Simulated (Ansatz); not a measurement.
Runs of Ansatz 0.2.0 on CdO (Monteponite). The structure is cubic, space group Fm-3m (No. 225). Conventional cell: a = 4.699 Å, b = 4.699 Å, c = 4.699 Å, α = 90.00°, β = 90.00°, γ = 90.00°. Cd (site symmetry m-3m) has 6 O at 2.35 Å as nearest neighbours. O (site symmetry m-3m) is surrounded by 6 Cd at 2.35 Å. 

```tsv
task	level	potentials or basis	spin	cell	k mesh	cutoff (eV)	smearing	optics k mesh	broadening	scf mixing preconditioner	basis error allowed	other keys	mesh quality	gap on the mesh (eV)	pressure (GPa)	moment (μB)
single point	PBE	all-electron LAPW, scalar-relativistic	off	as given	6 × 6 × 6	283	fermi-dirac 0.04 eV	-	-	-	0.002 eV/atom	-	coarse	none	6.1	-
single point	PBE	all-electron LAPW, scalar-relativistic	off	as given	7 × 7 × 7	283	fermi-dirac 0.02 eV	-	-	-	0.002 eV/atom	-	coarse	none	6.1	-
relaxation of cell and atoms	PBEsol	all-electron LAPW, relativistic spinors	non-collinear, ferromagnetic start, SOC	relaxed from: volume scaled by 0.8	8 × 8 × 8	-	fermi-dirac 0.05 eV	-	-	-	0.001 eV/atom	-	not flagged	-	0.0	0.00
density of states	RPBE+D3(BJ)	all-electron LAPW, scalar-relativistic	non-collinear, random start	cell strained at random at fixed volume	8 × 8 × 8	285	cold 0.05 eV	-	-	-	0.002 eV/atom	-	not flagged	none	-10.8	0.00
single point	PBE	all-electron LAPW, scalar-relativistic	off	as given	4 × 4 × 4	283	fermi-dirac 0.04 eV	-	-	-	0.002 eV/atom	-	coarse	none	(a)	-
electric field gradients	HSE06+D3(BJ)+ATM	all-electron PAW datasets made for the crystal	off	as given	4 × 4 × 4	360	fermi-dirac 0.1 eV	-	-	-	-	-	coarse	0.93	(b)	-
single point	RPBE+D4	all-electron LAPW, relativistic spinors	SOC, no magnetisation	as given	8 × 8 × 8	354	methfessel-paxton 0.01 eV	-	-	-	0.00025 eV/atom	hamiltonian.pseudopotentials.lapw.basis_error = 0.00025	not flagged	none	3.3	-
single point	PBE-PBEsol	all-electron LAPW, relativistic spinors	SOC, no magnetisation	volume scaled by 0.8	8 × 8 × 8	332	fermi-dirac 0.05 eV	-	-	-	0.002 eV/atom	-	coarse	none	65.0	-
optical spectrum	LDA	all-electron LAPW, inner shells corrected to Dirac's equation	off	as given	10 × 10 × 10	305	fermi-dirac 0.15 eV	15 × 15 × 15	0.1 eV	local_kerker	0.001 eV/atom	scf.mixing.preconditioner = local_kerker	not flagged	none	-	-
```

Problem. Estimate the missing entries.

Solution. (a) 6.4; (b) -3.1.

Caveats: some runs use coarse meshes; this crystal is a semiconductor, whose small gap the functional closes, so the metal is an error of the method (some runs); the k mesh is thin for a metal, which can move the energy by tens of meV per atom (some runs); the starting moments weren't kept (some runs); pairwise dispersion overbinds metals, which lowers pressure and volume (some runs); the program listed the state as in doubt (some runs); local fields are left out (some runs); spectra need much finer meshes, so this one isn't converged (some runs).

A k mesh can miss the band edges, and rows without SOC leave out spin-orbit coupling on Cd.

A gap of «none» marks a metal or a gap under the smearing width.

The runs don't all hold the same shells in valence.
